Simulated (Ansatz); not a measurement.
## BP: energy along a strain

BP, F-43m, a = 4.538 Å (as given, not relaxed at this level: -0.2 GPa). Ansatz: r2SCAN, PAW, 500 eV, Γ-centred 10×10×10 mesh on 2 atoms, Gaussian smearing 0.05 eV; no spin polarisation. Cell vectors (Å): 0.000 2.269 2.269; 2.269 0.000 2.269; 2.269 2.269 0.000. The cell is strained by x per cent times the pattern (1 1 0 0 0 0) in the order xx yy zz yz xz xy (engineering shears), with fractional coordinates held. y is the free energy over the start, V0 = 11.682 Å³/atom.

```tsv
x (%)	y (meV/atom)
-2.00	12.71
-1.50	6.98
-1.00	2.99
-0.50	0.68
0.00	0.00
0.50	0.90
1.00	?
1.50	7.26
1.75	9.76
2.00	12.62
```

Q: Fit y = c1 x + c2 x² + c3 x³ to the other rows, get the stiffness along the pattern, and predict the missing energy.

A: Least squares on the rows shown. y = 0.2401 x + 3.166 x² − 0.06568 x³. The clamped-ion stiffness p·C·p = 2 × 31.66 eV × 160.2 / 11.682 Å³ = 868 GPa; c1 is there for the stress left in the start, which by itself gives a slope of 0.24 meV/atom per %. At x = 1.00 the fit asked for gives 3.34 meV/atom. The run gave 3.34 meV/atom, the same to the digits shown.